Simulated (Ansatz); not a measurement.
## SnSe: from a first guess to the relaxed CsCl type

First guess:

```yaml
crystal:
  lattice:
    - [3.05467, 0.00000, 0.00000]
    - [0.00000, 3.05467, 0.00000]
    - [0.00000, 0.00000, 3.05467]
  atoms:
    - { symbol: Sn, position: [0.00000, 0.00000, 0.00000] }
    - { symbol: Se, position: [0.50000, 0.50000, 0.50000] }
```

Level of theory: Ansatz 0.2.0, DFT, PBE, PAW with Ansatz's default frozen-core files, scalar-relativistic.

Cell and atoms relax within the symmetry of the start on a 12×12×12 k mesh with 0.03 eV Fermi–Dirac smearing.

The start is built from a prototype, known or not as a phase of this compound; the cutoff is 420 eV.

No spin–orbit coupling, which matters for the heavy atoms here.

(1) What is the pressure of the first guess?

(2) What does it relax to?

(3) How much energy does the relaxation release?

## Answers

(1) 99.4 GPa.

(2) a = 3.680 Å, b = 3.680 Å, c = 3.680 Å, α = 90.00°, β = 90.00°, γ = 90.00° (conventional cell), 24.91 Å³ per atom:
Space group Pm-3m (No. 221). a = 3.680 Å, b = 3.680 Å, c = 3.680 Å, α = 90.00°, β = 90.00°, γ = 90.00°
| atom | site | symmetry | x | y | z |
| --- | --- | --- | --- | --- | --- |
| Sn | 1a | m-3m | 0.0000 | 0.0000 | 0.0000 |
| Se | 1b | m-3m | 0.5000 | 0.5000 | 0.5000 |

(3) 1921 meV/atom.
